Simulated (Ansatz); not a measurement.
**CaO and the effect of the pressure**

The cell as given:

Symmetry: Fm-3m, No. 225, cubic system. The conventional cell has a = 4.807 Å, b = 4.807 Å, c = 4.807 Å, α = 90.00°, β = 90.00°, γ = 90.00°. Ca (site symmetry m-3m) has 6 O at 2.40 Å as nearest neighbours. O (site symmetry m-3m) has 6 Ca at 2.40 Å as nearest neighbours.

The cell is a database's computed one, not the measured one.

Kept alike: task relaxation of cell and atoms; functional PBEsol; k mesh 10 × 10 × 10; occupations fermi-dirac, width 0.05 eV; no spin polarisation. Program: Ansatz, all-electron LAPW, scalar-relativistic. The mesh is that of the run's cell of 2 atoms. No spin-orbit coupling.

| run | band gap (eV) | volume (Å³/atom) |
| --- | --- | --- |
| A | 3.515 | 13.016 |
| B | 3.424 | 11.890 |
| C | 3.541 | 13.545 |
| D | 3.486 | 12.582 |

Gaps hold for each row's own relaxed cell. The relaxations keep at least the cell's symmetry (Fm-3m). Runs of this series that gave no sound value for these columns are left out. The runs follow the start's structure, whether or not it is the stable one at these pressures. P is the pressure aimed at, which the runs meet within some hundredths to tenths of a GPa. A gap read on the mesh alone can miss an edge between its points.

The runs differ in the pressure alone: 0; 5; 10; 20 GPa. Which run is which?

Run A is 5 GPa; run B is 20 GPa; run C is 0 GPa; run D is 10 GPa. The band gap falls from 3.541 to 3.424 eV between 0 and 20 GPa. The volume falls from 13.545 to 11.890 Å³/atom between 0 and 20 GPa. The volume falls ever more slowly, since the solid stiffens under load. At the pressures aimed at, which the runs meet within some tenths of a GPa, the step from 0 to 5 GPa gives a mean bulk modulus near 126 GPa, the last step 177 GPa.
